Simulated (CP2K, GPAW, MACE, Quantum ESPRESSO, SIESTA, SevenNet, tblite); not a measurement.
**GPAW on graphene armchair nanoribbon, H-capped (84 atoms): settings against a plane-wave reference**

How do the settings of GPAW change the result for graphene armchair nanoribbon, H-capped (84 atoms)? A plane-wave run serves as the yardstick.

Method: the method is named at each step, in GPAW 26.7.0.

**1. Starting point**

The cell holds 84 atoms: 72 C and 12 H. Cell: a = 12.783 Å, b = 25.418 Å, c = 10.000 Å, α = 90.0°, β = 90.0°, γ = 90.0°. It derives from C (graphene). Graphene (a = 2.46 Å), rectangular cell with x along the armchair direction; strip nominally 15 Å wide, 3 periods, edges capped with H, 10 Å of vacuum; minimised with a classical potential. Then every atom was moved at random, 0.02 Å r.m.s. a Cartesian component (hydrogen 0.6 of that). Regions: sheet, 72 atoms (72 C); hydrogen, 12 atoms (12 H). Vacuum lies along b and c. The structure's axis is a.

The yardstick, on the same geometry:

| Item | Value |
| --- | --- |
| method | Kohn-Sham DFT, PBE, SSSP efficiency 1.3.0 pseudopotentials, plane waves (Quantum ESPRESSO 7.5); sssp-pbe-1.3.0-efficiency, cutoffs 60/480 Ry, Γ point |
| r.m.s. force component | 1.395 eV/Å |
| longest force | 6.256 eV/Å |
| gap (highest filled to lowest empty level) | 0.5207 eV |
| time | 53 min on 1 thread of Arm Neoverse N1, shared host |
| CPU time | 53 min |

**2. PBE, LCAO dzp, h 0.2 Å**

Method: Kohn-Sham DFT, PBE, PAW, atomic orbitals (dzp).

run.py

```python
import numpy as np
from ase.io import read
from gpaw import GPAW, FermiDirac

atoms = read("structure.xyz")
atoms.calc = GPAW(
    mode="lcao",
    basis="dzp",
    h=0.2,
    xc="PBE",
    kpts={"size": (1, 1, 1), "gamma": True},
    occupations=FermiDirac(0.05),
    maxiter=200,
    symmetry={"point_group": False},
    txt="gpaw.txt",
)
energy = atoms.get_potential_energy(force_consistent=True)
forces = atoms.get_forces()
print(f"energy {energy:.6f} eV")
print("forces (eV/A)")
for i, (a, f) in enumerate(zip(atoms, forces)):
    print(f"{i:4d} {a.symbol:2s} {f[0]:10.5f} {f[1]:10.5f} {f[2]:10.5f}")
print(f"Fermi level {atoms.calc.get_fermi_level():.4f} eV")
for k in range(len(atoms.calc.get_ibz_k_points())):
    for s in range(atoms.calc.get_number_of_spins()):
        e = atoms.calc.get_eigenvalues(kpt=k, spin=s)
        n = np.searchsorted(e, atoms.calc.get_fermi_level())
        print(f"k {k} spin {s} levels about the Fermi level:", np.round(e[max(n - 6, 0):n], 4).tolist(), "|", np.round(e[n:n + 6], 4).tolist())
```

structure.xyz

```xyz
84
Lattice="12.78253 0.00000 0.00000 0.00000 25.41794 0.00000 0.00000 0.00000 10.00000" Properties=species:S:1:pos:R:3 pbc="T T T"
C 0.69000 7.27055 5.01290
C 1.45043 6.09548 4.97680
C 2.81561 6.13767 4.99960
C 3.61643 7.28809 5.00910
C 0.69269 9.68042 5.00000
C 1.40301 8.48222 5.00700
C 2.86099 8.48934 5.00100
C 3.56403 9.69364 4.99810
C 0.72694 12.08623 5.00330
C 1.42576 10.92438 5.02620
C 2.80398 10.89820 5.01220
C 3.60148 12.09564 4.99860
C 0.70994 14.50373 4.98840
C 1.42615 13.33857 5.02500
C 2.82941 13.27350 5.01920
C 3.57003 14.50780 5.00920
C 0.67032 16.93699 5.01290
C 1.42512 15.75023 4.99660
C 2.83018 15.72837 5.00300
C 3.52964 16.94741 5.00490
C 0.69895 19.30467 5.00810
C 1.39304 18.12477 5.03090
C 2.87875 18.15629 5.01470
C 3.59061 19.31636 5.04460
C 4.94313 7.28809 5.01000
C 5.74766 6.11708 5.00490
C 7.09891 6.08810 4.97980
C 7.85346 7.26165 4.99350
C 4.94121 9.71423 5.01760
C 5.67787 8.51984 4.96930
C 7.10594 8.52594 4.96580
C 7.84541 9.69720 5.02100
C 4.95873 12.07123 4.98500
C 5.71532 10.88244 4.99570
C 7.07551 10.92336 5.00950
C 7.82035 12.08140 5.02760
C 5.00756 14.54415 4.96960
C 5.65947 13.28265 5.01410
C 7.11271 13.34696 5.00410
C 7.82176 14.53245 5.00640
C 4.99912 16.92606 4.97980
C 5.67838 15.72989 5.00930
C 7.12843 15.68414 5.01690
C 7.79389 16.91869 5.03460
C 4.93291 19.28967 5.01130
C 5.67723 18.15731 5.02550
C 7.08101 18.16442 4.95220
C 7.79364 19.29755 5.01570
C 9.20969 7.29622 4.98200
C 10.01703 6.12115 5.00990
C 11.34360 6.13589 5.00400
C 12.08601 7.29469 4.98000
C 9.25979 9.71219 4.98990
C 9.94864 8.50611 4.98440
C 11.35472 8.49264 5.03510
C 12.05904 9.68296 4.99210
[... 24 atom lines left out ...]
H 9.56082 5.10189 5.00030
H 11.75469 5.13188 4.98510
H 9.63189 20.30512 5.01090
H 11.67441 20.27259 5.01320
```

Launch:

```
> OMP_NUM_THREADS=1 python run.py > output.txt
```

Output:

```text
energy -676.664237 eV
forces (eV/A)
   0 C     1.83801    0.23787   -0.35244
   1 C     0.32607    0.23689    0.23327
   2 C     0.51065   -1.76070   -0.04372
   3 C    -6.08872    0.25542    0.02322
   4 C     0.47094    1.27556    0.10963
   5 C     1.28255   -0.49552   -0.01296
   6 C    -0.50319   -0.73881    0.06095
   7 C    -2.49498    0.99489    0.18076
   8 C    -1.10157    2.46223    0.26519
   9 C    -1.50284   -2.58950   -0.24530
  10 C     3.93293    0.30503   -0.06300
  11 C    -4.81467   -1.40633    0.10894
  12 C     2.83718    2.67875    0.32530
  13 C     0.02320   -2.97994   -0.24784
  14 C     2.16549    2.49057   -0.07538
  15 C    -1.37931    0.27877   -0.24571
  16 C     2.35560    0.06027    0.24789
  17 C    -1.03280   -1.85223    0.01886
  18 C     0.67066   -0.58544   -0.01786
  19 C     2.65011   -0.76979   -0.15728
  20 C    -1.20099    0.77393    0.18552
  21 C     2.15891    0.77246   -0.23508
  22 C    -3.11381   -0.81488    0.20593
  23 C    -0.51500    0.40316   -0.25324
[...]
76 H    -0.13294    0.22876    0.02004
  77 H     0.98356   -1.38918   -0.03312
  78 H     0.82232    0.52484   -0.01106
  79 H    -0.87481    0.46786    0.04553
  80 H    -0.21028    0.43885    0.05341
  81 H     0.92604   -0.46636    0.02316
  82 H     0.83547    1.25899    0.02485
  83 H    -1.11845    1.48752   -0.00517
Fermi level -1.7947 eV
k 0 spin 0 levels about the Fermi level: [-3.9197, -3.8154, -3.7203, -3.0181, -2.5585, -2.0665] | [-1.5228, -0.9117, -0.682, -0.3079, -0.0857, 0.0473]
```

gpaw.txt:

```text
Input parameters:
  mode=LCAO(),
  basis={'default': 'dzp'},
  h=0.2,
  kpts=MonkhorstPack(size=(1, 1, 1), gamma=True),
  maxiter=200,
  occupations=Occupations(name='fermi-dirac', width=0.05, fixmagmom=False),
  symmetry=Symmetry(point_group=False),
  xc=XC(name='PBE')
Unit cell  # Å
| periodic |         x |         y |         z |   lengths |    angles |
|----------|-----------|-----------|-----------|-----------|-----------|
|      yes | 12.782530 |  0.000000 |  0.000000 | 12.782530 | 90.000000 |
|      yes |  0.000000 | 25.417940 |  0.000000 | 25.417940 | 90.000000 |
|      yes |  0.000000 |  0.000000 | 10.000000 | 10.000000 | 90.000000 |
Number of symmetries: 1
Symmetry operations  # r_c * U_cc + t_c -> r_c
|   | kind |            matrix            |
|---|------|------------------------------|
| 0 |  E   |  1, 0, 0,  0, 1, 0,  0, 0, 1 |
BZ-sampling:
  Number of BZ points: 1
  Number of IBZ points: 1
  Monkhorst-Pack size: [1, 1, 1]
  Monkhorst-Pack shift: [0, 0, 0]
[... lines left out ...]
  Fermi-Dirac:
    width: 0.0500  # eV
FastPoissonSolver using
    Stencil: 6*3+1=19 point O(h^6) finite-difference Laplacian
xc functional:
  name: PBE with 2 nearest neighbor stencil
interpolation: tri-quintic # 5. degree polynomial
Initialization done in: 15.179 s
convergence criteria:
- Maximum [total energy] change in last 3 cyles: 0.0005 eV / valence electron
- Maximum integral of absolute [dens]ity change: 0.0001 electrons / valence electron
- Maximum integral of absolute [eigenst]ate change: 4e-08 eV^2 / valence electron
maximum number of iterations: 200
SCF iterations
|iter     |      energy | eigst |  dens |
|---------|-------------|-------|-------|
|iter:   1| -693.349766 |      c|       |
|iter:   2| -690.712527 |      c| -0.86 |
|iter:   3| -678.327139 |      c| -0.89 |
|iter:   4| -686.666655 |      c| -1.50 |
|iter:   5| -676.733894 |      c| -1.38 |
|iter:   6| -676.700893 |      c| -2.05 |
|iter:   7| -676.695403c|      c| -2.22 |
|iter:   8| -676.662715c|      c| -2.42 |
|iter:   9| -676.661699c|      c| -3.01 |
|iter:  10| -676.661469c|      c| -3.39 |
|iter:  11| -676.661447c|      c| -3.88 |
|iter:  12| -676.661447c|      c| -4.29c|
Converged in 12 steps
SCF loop duration: 90.902 s (7.575 s/step)
Energy contributions relative to reference atoms: (reference = -74139.106261)
Energy contributions:
  Kinetic:         691.094209
  Coulomb:        -685.959363
  Zero:              9.190102
  External:          0.000000
  Xc:             -690.983605
  Entropy:          -0.005579
  Spinorbit:         0.000000
  ----------------------------
  Free energy:    -676.664237
  Extrapolated:   -676.661447
dipole moment: (0.371197, 0.079048, -0.006264)  # |e|*Ang
Fermi level: -1.795
Eigenvalues  # (at kpt = [0.000, 0.000, 0.000])
| band index |      eig [eV] | occ [0-2] |
|------------|---------------|-----------|
|          0 |       -21.566 |     2.000 |
|        ... |               |           |
|        142 |        -4.039 |     2.000 |
|        143 |        -3.981 |     2.000 |
[...]
|        157 |         0.315 |     0.000 |
|        ... |               |           |
|        183 |         5.747 |     0.000 |
Gap: 0.544 eV
Transition (v -> c):
  (s=0, k=0, n=149, [0.00, 0.00, 0.00]) -> (s=0, k=0, n=150, [0.00, 0.00, 0.00])
No difference between direct/indirect transitions
Force computation time: 12.861  # s
timing:  # [seconds]
  Total:  118.988  # ━━━━━━━━━━━━━━━━━━━━━━━━━━━━━━━━━━━━━━━━━━━━━━━━━━━━━━━━
  Init:    15.179  # ━━━━━━━
  SCF:     90.902  # ━━━━━━━━━━━━━━━━━━━━━━━━━━━━━━━━━━━━━━━━━━━
  Forces:  12.861  # ━━━━━━
```

The job ended after 2 min (1 thread of Arm Neoverse N1, shared host; peak memory 1.3 GiB).

Banners, paths, timers and routine set-up lines are dropped from the logs unmarked, and long logs keep their key lines alone; longer cuts are marked.

Against the reference:

```yaml
r_m_s_force_component: 1.475 eV/Å
r_m_s_difference_of_force_components: 163.4 meV/Å
longest_difference_of_force_vectors: 681 meV/Å
force_difference_over_r_m_s_force: 11.71 %
slope_of_forces_against_the_reference_s: 1.052
correlation_of_force_components: 0.995
spacing_of_highest_filled_and_lowest_empty_level: 0.5437 eV
gap_difference: 0.023 eV
```

Length of the force difference by element (eV/Å):

```csv
element,atoms,mean,most
C,72,0.16,0.38
H,12,0.60,0.68
```

Levels nearest the highest filled one (eV from it): -1.85, -1.75, -1.65, -0.95, -0.49, 0.00, 0.54, 1.15, 1.38, 1.76, 1.98, 2.11.

Local excerpt of 10 atoms (numbers count through the whole input) about C66, picked at random; x, y, z are measured from there.

```csv
atom,x,y,z,distance (Å),bonds,Fx,Fy,Fz (eV/Å)
C66,0.00,0.00,0.00,0.00,3,0.80,0.68,-0.15
C61,-0.71,-1.19,0.00,1.39,3,0.60,0.57,0.17
C65,-0.72,1.21,-0.01,1.41,3,0.49,1.23,0.42
C67,1.44,0.02,0.00,1.44,3,0.04,-0.69,0.52
C62,0.00,-2.38,0.02,2.38,3,1.48,-1.14,-0.30
C40,-2.12,-1.18,0.02,2.42,3,0.32,-1.65,-0.06
C70,0.00,2.45,0.01,2.45,3,-2.17,-0.67,-0.30
C44,-2.14,1.21,0.04,2.46,3,0.41,1.09,-0.80
C68,2.14,1.24,0.06,2.47,3,-2.30,-0.51,-0.77
C64,2.20,-1.18,0.04,2.49,3,-4.79,-1.32,-0.48
```

Atoms are counted from 1 here, from 0 in the log.

Forces lie 12 % from the reference's, at 0.038 times its CPU time.

The difference per atom is largest on H (0.60 eV/Å on average, against 0.16 on C).

**3. PBE, LCAO dzp, h 0.2 Å, other mixer settings**

Method: Kohn-Sham DFT, PBE, PAW, atomic orbitals (dzp).

run.py: that of step 2 with these lines changed.

```diff
@@ -2,3 +2,3 @@
 from ase.io import read
-from gpaw import GPAW, FermiDirac
+from gpaw import GPAW, FermiDirac, Mixer
 
@@ -12,2 +12,3 @@
     occupations=FermiDirac(0.05),
+    mixer=Mixer(0.03, 7, 100),
     maxiter=200,
```

structure.xyz is that of step 2.

Output:

```text
energy -676.664235 eV
forces (eV/A)
   0 C     1.84078    0.23903   -0.35247
   1 C     0.32751    0.24076    0.23307
   2 C     0.50827   -1.75695   -0.04371
   3 C    -6.09174    0.25673    0.02330
   4 C     0.47105    1.27431    0.10948
   5 C     1.28106   -0.49591   -0.01295
[...]
81 H     0.92669   -0.46706    0.02317
  82 H     0.83588    1.25882    0.02484
  83 H    -1.11889    1.48756   -0.00512
Fermi level -1.7939 eV
k 0 spin 0 levels about the Fermi level: [-3.9189, -3.8147, -3.7194, -3.0172, -2.5578, -2.0657] | [-1.5221, -0.9109, -0.6811, -0.3072, -0.0848, 0.0481]
```

gpaw.txt:

```text
Input parameters:
  mode=LCAO(),
  basis={'default': 'dzp'},
  h=0.2,
  kpts=MonkhorstPack(size=(1, 1, 1), gamma=True),
  maxiter=200,
[... lines left out ...]
  occupations=Occupations(name='fermi-dirac', width=0.05, fixmagmom=False),
[... lines left out ...]
  Fermi-Dirac:
[... lines left out ...]
convergence criteria:
- Maximum [total energy] change in last 3 cyles: 0.0005 eV / valence electron
[... lines left out ...]
Converged in 16 steps
[... lines left out ...]
  Free energy:    -676.664235
[... lines left out ...]
Fermi level: -1.794
[... lines left out ...]
|        ... |               |           |
|        183 |         5.748 |     0.000 |
Gap: 0.544 eV
Transition (v -> c):
  (s=0, k=0, n=149, [0.00, 0.00, 0.00]) -> (s=0, k=0, n=150, [0.00, 0.00, 0.00])
No difference between direct/indirect transitions
Force computation time: 12.742  # s
timing:  # [seconds]
  Total:  149.604  # ━━━━━━━━━━━━━━━━━━━━━━━━━━━━━━━━━━━━━━━━━━━━━━━━━━━━━━━━
  Init:    14.907  # ━━━━━╸
  SCF:    121.905  # ━━━━━━━━━━━━━━━━━━━━━━━━━━━━━━━━━━━━━━━━━━━━━╸
  Forces:  12.742  # ━━━━━
```

It took 2.5 min on 1 thread; peak memory 1.1 GiB.

Against the reference:

| Quantity | Value |
| --- | --- |
| r.m.s. force component | 1.475 eV/Å |
| r.m.s. difference of force components | 163.5 meV/Å |
| longest difference of force vectors | 681.5 meV/Å |
| force difference over r.m.s. force | 11.72 % |
| slope of forces against the reference's | 1.052 |
| correlation of force components | 0.995 |
| gap (highest filled to lowest empty level) | 0.5436 eV |
| gap difference | 0.0229 eV |
| energy less the same-level run's | 0 meV/atom |
| r.m.s. force difference from the same-level run | 1.201 meV/Å |

Against the first run (12 %), the force difference from the reference is 12 %, at 1.3 times the CPU time: another solver or mixer reaches the same state.

The difference per atom is largest on H (0.60 eV/Å on average, against 0.16 on C).

**4. PBE, LCAO sz(dzp), h 0.2 Å**

Method: Kohn-Sham DFT, PBE, PAW, atomic orbitals (sz(dzp)).

run.py: that of step 3 with these lines changed.

```diff
@@ -2,3 +2,3 @@
 from ase.io import read
-from gpaw import GPAW, FermiDirac, Mixer
+from gpaw import GPAW, FermiDirac
 
@@ -7,3 +7,3 @@
     mode="lcao",
-    basis="dzp",
+    basis="sz(dzp)",
     h=0.2,
@@ -12,3 +12,2 @@
     occupations=FermiDirac(0.05),
-    mixer=Mixer(0.03, 7, 100),
     maxiter=200,
```

structure.xyz is that of step 3.

Output:

```text
energy -571.938149 eV
forces (eV/A)
   0 C     1.85820    0.46968   -0.23951
   1 C    -0.12434    1.18998    0.12799
   2 C     0.95825   -0.90252   -0.01543
   3 C    -6.88313    0.64425    0.04627
   4 C     0.33140    1.76291    0.07475
   5 C     1.92200   -0.61727    0.00217
   6 C    -1.07985   -0.99070    0.04066
   7 C    -2.64667    1.30488    0.12303
   8 C    -1.65742    3.10148    0.18512
   9 C    -1.65179   -3.25647   -0.14852
  10 C     4.31968    0.40127   -0.05229
  11 C    -5.26700   -1.73896    0.08555
  12 C     3.24493    3.21590    0.18783
  13 C     0.12020   -3.37614   -0.15445
  14 C     2.13448    2.54224   -0.04368
  15 C    -1.26031    0.14605   -0.20165
  16 C     2.37425   -0.18580    0.18519
  17 C    -1.16096   -2.09232   -0.00641
  18 C     0.68683   -0.89366   -0.01075
  19 C     3.48336   -1.06003   -0.14976
  20 C    -0.78569    0.10069    0.14572
  21 C     3.12457    0.28772   -0.16034
  22 C    -4.20491   -1.01945    0.15988
  23 C    -0.95925   -0.29853   -0.03183
[...]
76 H    -1.21263   -1.95964    0.02857
  77 H     2.20620   -4.09964    0.02751
  78 H     1.82697    2.94826   -0.04824
  79 H    -1.86152    2.96276    0.01891
  80 H    -1.18691   -1.71897    0.02996
  81 H     1.91355   -2.93193   -0.01913
  82 H     2.09411    3.94160    0.04934
  83 H    -2.32756    4.20739   -0.02302
Fermi level -4.3817 eV
k 0 spin 0 levels about the Fermi level: [-6.422, -6.3052, -6.2574, -5.5847, -5.1132, -4.6601] | [-4.1034, -3.5036, -3.1937, -2.6657, -2.3419, -2.2458]
```

gpaw.txt:

```text
Input parameters:
  mode=LCAO(),
  basis={'default': 'sz(dzp)'},
  h=0.2,
  kpts=MonkhorstPack(size=(1, 1, 1), gamma=True),
  maxiter=200,
  occupations=Occupations(name='fermi-dirac', width=0.05, fixmagmom=False),
  symmetry=Symmetry(point_group=False),
  xc=XC(name='PBE')
Unit cell  # Å
| periodic |         x |         y |         z |   lengths |    angles |
[... lines left out ...]
  Fermi-Dirac:
[... lines left out ...]
convergence criteria:
- Maximum [total energy] change in last 3 cyles: 0.0005 eV / valence electron
[... lines left out ...]
Converged in 11 steps
[... lines left out ...]
  Free energy:    -571.938149
  Extrapolated:   -571.935647
dipole moment: (0.338852, 0.035434, -0.012886)  # |e|*Ang
Fermi level: -4.382
Eigenvalues  # (at kpt = [0.000, 0.000, 0.000])
| band index |      eig [eV] | occ [0-2] |
|------------|---------------|-----------|
|          0 |       -24.623 |     2.000 |
|        ... |               |           |
|        142 |        -6.535 |     2.000 |
|        143 |        -6.486 |     2.000 |
[...]
|        157 |        -2.102 |     0.000 |
|        ... |               |           |
|        183 |         4.302 |     0.000 |
Gap: 0.557 eV
Transition (v -> c):
  (s=0, k=0, n=149, [0.00, 0.00, 0.00]) -> (s=0, k=0, n=150, [0.00, 0.00, 0.00])
No difference between direct/indirect transitions
Force computation time: 3.395  # s
timing:  # [seconds]
  Total:  57.316  # ━━━━━━━━━━━━━━━━━━━━━━━━━━━━━━━━━━━━━━━━━━━━━━━━━━━━━━━━━
  Init:   13.908  # ━━━━━━━━━━━━━━
  SCF:    39.964  # ━━━━━━━━━━━━━━━━━━━━━━━━━━━━━━━━━━━━━━━╸
  Forces:  3.395  # ━━━╸
```

Run time: 59 s. Hardware: 1 thread; peak memory 1.1 GiB.

Against the reference:

| Item | Value |
| --- | --- |
| r.m.s. force component | 1.877 eV/Å |
| r.m.s. difference of force components | 865.3 meV/Å |
| longest difference of force vectors | 3647 meV/Å |
| force difference over r.m.s. force | 62.01 % |
| slope of forces against the reference's | 1.212 |
| correlation of force components | 0.9014 |
| gap (highest filled to lowest empty level) | 0.5567 eV |
| gap difference | 0.036 eV |

This is a coarse setting, run to see what it loses.

Against the first run (12 %), the force difference from the reference is 62 %, at 0.49 times the CPU time, with 300 basis functions against 996: the smaller basis costs accuracy.

The difference per atom is largest on H (3.3 eV/Å on average, against 0.78 on C).

**5. PBE, LCAO dzp, h 0.28 Å**

Method: Kohn-Sham DFT, PBE, PAW, atomic orbitals (dzp).

run.py: that of step 4 with these lines changed.

```diff
@@ -7,4 +7,4 @@
     mode="lcao",
-    basis="sz(dzp)",
-    h=0.2,
+    basis="dzp",
+    h=0.28,
     xc="PBE",
```

structure.xyz is that of step 4.

Output:

```text
energy -648.858535 eV
forces (eV/A)
   0 C     1.15520   -0.00008   -0.35754
   1 C     0.26935    0.26276    0.22802
   2 C     1.00694   -1.84790   -0.04228
   3 C    -6.25408    0.04989    0.02787
   4 C    -0.24820    1.25646    0.10904
   5 C     1.43135   -0.28484    0.00272
[...]
81 H    -0.23213    0.69933   -0.94104
  82 H     3.33905    1.15745    0.76237
  83 H     0.81025    0.05872    0.86235
Fermi level -1.7906 eV
k 0 spin 0 levels about the Fermi level: [-3.9167, -3.8128, -3.7182, -3.0154, -2.5542, -2.0634] | [-1.5177, -0.9061, -0.6756, -0.3021, -0.0802, 0.0524]
```

gpaw.txt:

```text
Input parameters:
  mode=LCAO(),
  basis={'default': 'dzp'},
  h=0.28,
  kpts=MonkhorstPack(size=(1, 1, 1), gamma=True),
  maxiter=200,
  occupations=Occupations(name='fermi-dirac', width=0.05, fixmagmom=False),
[... lines left out ...]
  Fermi-Dirac:
[... lines left out ...]
convergence criteria:
- Maximum [total energy] change in last 3 cyles: 0.0005 eV / valence electron
[... lines left out ...]
Converged in 12 steps
[... lines left out ...]
  Free energy:    -648.858535
[... lines left out ...]
Fermi level: -1.791
[... lines left out ...]
|        ... |               |           |
|        183 |         5.764 |     0.000 |
Gap: 0.546 eV
Transition (v -> c):
  (s=0, k=0, n=149, [0.00, 0.00, 0.00]) -> (s=0, k=0, n=150, [0.00, 0.00, 0.00])
No difference between direct/indirect transitions
Force computation time: 7.143  # s
timing:  # [seconds]
  Total:  70.213  # ━━━━━━━━━━━━━━━━━━━━━━━━━━━━━━━━━━━━━━━━━━━━━━━━━━━━━━━━━
  Init:    8.365  # ━━━━━━━
  SCF:    54.656  # ━━━━━━━━━━━━━━━━━━━━━━━━━━━━━━━━━━━━━━━━━━━━╸
  Forces:  7.143  # ━━━━━━
```

Wall time 72 s (1 thread); peak memory 0.59 GiB.

Compared with the plane-wave run:

- r.m.s. force component: 1.546 eV/Å
- r.m.s. difference of force components: 522.3 meV/Å
- longest difference of force vectors: 2941 meV/Å
- force difference over r.m.s. force: 37.43 %
- slope of forces against the reference's: 1.044
- correlation of force components: 0.9422
- gap (highest filled to lowest empty level): 0.5457 eV
- gap difference: 0.025 eV
- energy less the same-level run's: 331 meV/atom
- r.m.s. force difference from the same-level run: 533.1 meV/Å

This is a coarse setting, run to see what it loses.

Against the first run (12 %), the force difference from the reference is 37 %, at 0.60 times the CPU time: the grid matters here.

The difference per atom is largest on H (2.0 eV/Å on average, against 0.38 on C). The forces add up to 5.2 eV/Å instead of zero, usually a sign of too coarse a grid.

(Part 1 of 2 ends here.)

[Also dropped from logs without a mark: logging warnings of Python, and SIESTA's first energy breakdown and zero terms.]

[Logs are printed without paths, hosts, clocks, repeated set-up lines and the standing remarks that a program may print on its own settings, such as how far it seeks lower states.]

[Hosts, paths, dates, database ids (printed as entryN), source tags and the programs' standing remarks are cut or masked in the printed files.]
